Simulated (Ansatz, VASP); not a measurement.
## Rb in VASP and in Ansatz

```
CELL_PARAMETERS angstrom
-2.78521 2.78521 2.78521
2.78521 -2.78521 2.78521
2.78521 2.78521 -2.78521
ATOMIC_POSITIONS crystal
Rb 0.00000 0.00000 0.00000
```

Alike in both runs: task single point; functional PBEsol; k mesh 10 × 10 × 10; occupations gaussian, width 0.1 eV; no spin polarisation.

|  | VASP | Ansatz |
| --- | --- | --- |
| version | VASP 6.6.1 | Ansatz 0.2.0 |
| potentials or method | VASP PAW PBE potentials, release 64 (Rb_sv) | scalar-relativistic, plane waves, PAW |
| plane-wave cutoff (eV) | 520 | 420 |
| valence electrons in the cell | 9 | 9 |

```csv
,VASP,Ansatz,Ansatz less VASP
gap on the k mesh at the Fermi level (eV),none,none,-
pressure (GPa),0.0,0.0,0.00
```

A gap of «none» marks a metal or a gap that the smearing closes.

Caveats: the PAW data sets were made with another functional, which shifts forces and pressure a little (VASP).
